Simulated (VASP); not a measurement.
CdO:

```
Cd O
1.0
     0.00000    2.36099    2.36099
     2.36099    0.00000    2.36099
     2.36099    2.36099    0.00000
Cd O
1 1
Direct
  0.00000 0.00000 0.00000
  0.50000 0.50000 0.50000
```

The cell is a database's computed one.

- Program: VASP 6.6.1
- Task: relaxation of cell and atoms
- Functional: RPBE
- Potentials or basis: VASP PAW PBE potentials, release 64 (Cd, O)
- Cutoff: 600 eV
- k mesh: 16 × 16 × 16
- Occupations: gaussian, width 0.1 eV
- Spin: no spin polarisation

At the start: pressure 9.5 GPa; volume 13.16 Å³/atom.

Q: Where does the relaxation end?

A: Over 3 steps the energy falls by 27.1 meV/atom and the volume is 14.14 Å³/atom (+7.5 %); space group Fm-3m (No. 225, to 0.05 Å).

The path:
```
step  energy change (eV)  largest force (eV/Å)  pressure (GPa)  volume (Å³)
   1              0.0000                0.0000            9.50        26.32
   2             -0.0399                0.0000           -3.91        29.41
   3             -0.0542                0.0000            0.01        28.28
```

Final structure:
```xyz
2
Lattice="0.0000 2.4182 2.4182 2.4182 0.0000 2.4182 2.4182 2.4182 0.0000" Properties=species:S:1:pos:R:3 pbc="T T T"
Cd    0.0000    0.0000    0.0000
O     2.4182    2.4182    2.4182
```

Caveat: the PAW data sets were made with another functional, which shifts forces and pressure a little.
